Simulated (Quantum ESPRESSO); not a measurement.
Crystal: SnSe2.

```
CELL_PARAMETERS angstrom
3.81100 0.00000 0.00000
-1.90550 3.30042 0.00000
0.00000 0.00000 6.13600
ATOMIC_POSITIONS crystal
Sn 0.00000 0.00000 0.00000
Se 0.66667 0.33333 0.75100
Se 0.33333 0.66667 0.24900
```

| Quantity | Value |
| --- | --- |
| Program | Quantum ESPRESSO 7.5 |
| Task | single point |
| Functional | PBE |
| Potentials or basis | SSSP 1.3 efficiency PBE |
| Cutoff | 816 eV |
| Density cutoff | 6531 eV |
| k mesh | 8 × 8 × 5 |
| Occupations | fermi-dirac, width 0.05 eV |
| Spin | no spin polarisation |

On this cell: pressure 5.6 GPa; largest force 0.810 eV/Å; band gap on the k mesh 0.80 eV, indirect (least direct gap 1.09 eV).

The same run follows on a disturbed copy (atoms moved at random, drawn with an rms of 0.05 Å):

```xyz
3
Lattice="3.8110 0.0000 0.0000 -1.9055 3.3004 0.0000 0.0000 0.0000 6.1360" Properties=species:S:1:pos:R:3 pbc="T T T"
Sn   -0.0040   -0.0133   -0.0115
Se    1.8972    1.1299    4.5987
Se   -0.0040    2.2062    1.5534
```

Question: What does the disturbed cell give?

Answer: The energy moves by -5.9 meV/atom; pressure 5.0 GPa; largest force 0.812 eV/Å; band gap on the k mesh 0.74 eV, indirect (least direct gap 1.08 eV).

Forces in eV/Å, atoms in the order of the input:
```
Sn  -0.013  0.214  0.327
Se   0.017 -0.177 -0.792
Se  -0.004 -0.037  0.466
```

Stress tensor (GPa, compression positive):
```
 4.53  0.01 -0.05
 0.01  4.78  0.38
-0.05  0.38  5.62
```

Caveats: spin-orbit coupling is left out, which moves the levels of the heavy elements; an odd mesh through Γ misses points on the zone boundary, where band edges often lie; this functional lacks dispersion, which binds the layers, so the pressure and a relaxed spacing across them are unreliable (some runs).
